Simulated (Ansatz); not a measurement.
Write the native input for Ansatz 0.2.0 that does the following.

| Item | Value |
| --- | --- |
| Task | single point |
| Functional | PBE |
| Potentials or basis | Ansatz PAW |
| Cutoff | 420 eV (not typed: the program's choice for these potentials) |
| k mesh | 8 × 8 × 6 |
| Occupations | fermi-dirac, width 0.05 eV |
| Spin | no spin polarisation |

The system is CuO.

```
Cu O
1.0
     3.42205    0.00000    0.00000
     0.00000    3.42205    0.00000
     0.00000    0.00000    4.26046
Cu O
2 2
Cartesian
  0.0000 1.7110 0.0000
  1.7110 0.0000 2.1302
  0.0000 0.0000 1.0651
  0.0000 0.0000 3.1953
```

Measurements of this composition are mostly on another form, of space group No. 15.

One way to write it, as run:

input.yaml

```yaml
crystal:
  lattice:
    - [3.42205097, 0.0, 0.0]
    - [0.0, 3.42205097, 0.0]
    - [0.0, 0.0, 4.26046148]
  atoms:
    - { symbol: Cu, position: [0.0, 0.5, 0.0] }
    - { symbol: Cu, position: [0.5, 0.0, 0.5] }
    - { symbol: O, position: [0.0, 0.0, 0.25] }
    - { symbol: O, position: [0.0, 0.0, 0.75] }
hamiltonian:
  xc: pbe
  pseudopotentials: { kind: paw }
kpoints:
  mp_grid: { grid: [8, 8, 6] }
scf:
  occupations: { method: fermi_dirac, width: 0.05 }
output:
  forces: true
  stress: true
  eigenvalues: true
```

Potentials or basis: Ansatz PAW.

The run is started by

```bash
$ ansatz run input.yaml --threads 2 --pin off --max-ram 5120MiB --backend cpu --events-out ev --progress --plain --runs-dir out
```

It gave:

```json
{
 "Pressure": "-2.8 GPa",
 "Band gap on the k mesh": "none (metal or under the smearing width)"
}
```

Caveat: the pressure holds a Pulay correction of +0.6 GPa for the finite cutoff; the run has no spin polarisation, though such a crystal can be magnetic; semilocal functionals often make such compounds metallic where correlation or magnetic order opens a gap, which also shifts bond lengths.

Wall time 0.91 s on 2 threads of AMD EPYC 9R45 96-Core Processor (Zen 5), with other jobs on the host, peak memory 0.39 GiB.
